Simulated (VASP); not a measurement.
Crystal: MoSe2.

```
CELL_PARAMETERS angstrom
3.32226 0.00000 0.00000
-1.66113 2.87716 0.00000
0.00000 0.00000 13.54296
ATOMIC_POSITIONS crystal
Mo 0.66667 0.33333 0.75000
Mo 0.33333 0.66667 0.25000
Se 0.33333 0.66667 0.87222
Se 0.66667 0.33333 0.37222
Se 0.33333 0.66667 0.62778
Se 0.66667 0.33333 0.12778
```

The cell is a database's computed one.

| Item | Value |
| --- | --- |
| Program | VASP 6.6.1 |
| Task | relaxation of cell and atoms |
| Functional | PBE |
| Dispersion | D3(BJ) |
| Potentials or basis | VASP PAW PBE potentials, release 64 (Mo_sv, Se) |
| Cutoff | 600 eV |
| k mesh | 9 × 9 × 2 |
| Occupations | gaussian, width 0.03 eV |
| Spin | collinear spin, ferromagnetic start |
| Starting moments | [1.0, 1.0, 0.0, 0.0, 0.0, 0.0] μB |

At the start: pressure -1.8 GPa; volume 21.58 Å³/atom.

Q: How do energy, volume and symmetry change on relaxing?

A: Over 12 steps the energy falls by 18.0 meV/atom and the volume is 19.76 Å³/atom (-8.4 %); space group P6_3/mmc (No. 194, to 0.05 Å); moment 0.00 μB per cell.

The path:
```csv
step,energy change (eV),largest force (eV/Å),pressure (GPa),volume (Å³)
1,0.0000,0.2051,-1.85,129.45
2,-0.0244,0.4698,1.63,124.84
3,-0.0279,0.3996,0.67,126.01
4,-0.0404,0.0121,-0.59,125.29
5,-0.0418,0.0845,-0.29,125.46
6,-0.0545,0.0826,-0.28,124.60
7,-0.0868,0.0808,-0.09,122.01
8,-0.1016,0.0637,0.83,116.79
9,-0.1065,0.0936,0.43,118.82
10,-0.1069,0.0892,0.51,118.36
11,-0.0804,0.4394,-2.74,119.62
12,-0.1078,0.0051,-0.01,118.55
```

Final structure:
```yaml
crystal:
  lattice:
    - [3.27949, 0.00000, 0.00000]
    - [-1.63975, 2.84012, 0.00000]
    - [0.00000, 0.00000, 12.72814]
  atoms:
    - { symbol: Mo, position: [0.66667, 0.33333, 0.75000] }
    - { symbol: Mo, position: [0.33333, 0.66667, 0.25000] }
    - { symbol: Se, position: [0.33333, 0.66667, 0.88159] }
    - { symbol: Se, position: [0.66667, 0.33333, 0.38159] }
    - { symbol: Se, position: [0.33333, 0.66667, 0.61841] }
    - { symbol: Se, position: [0.66667, 0.33333, 0.11841] }
```
